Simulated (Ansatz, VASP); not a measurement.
# NaH: VASP beside Ansatz

```xyz
2
Lattice="0.0000 2.2944 2.2944 2.2944 0.0000 2.2944 2.2944 2.2944 0.0000" Properties=species:S:1:pos:R:3 pbc="T T T"
Na    0.0000    0.0000    0.0000
H     2.2944    2.2944    2.2944
```

Alike in both runs: functional PBEsol; k mesh 8 × 8 × 8; no spin polarisation.

Ansatz relaxed the structure, and its values are those at the end. VASP's run is a single point on that final structure, the one shown.

```csv
,VASP,Ansatz
version,VASP 6.6.1,Ansatz 0.2.0
potentials or method,"VASP PAW PBE potentials, release 64 (Na_pv, H)","PAW with Ansatz's default frozen-core files, scalar-relativistic"
plane-wave cutoff (eV),520,420
occupations,"gaussian, width 0.01 eV",fixed
valence electrons in the cell,8,10
```

|  | VASP | Ansatz | Ansatz less VASP |
| --- | --- | --- | --- |
| pressure (GPa) | 4.0 | 4.0 | 0.00 |

The two sets of potentials don't hold the same shells in valence.

Caveats: the PAW data sets were made with another functional, which shifts forces and pressure a little (VASP). A k mesh can miss the band edges.
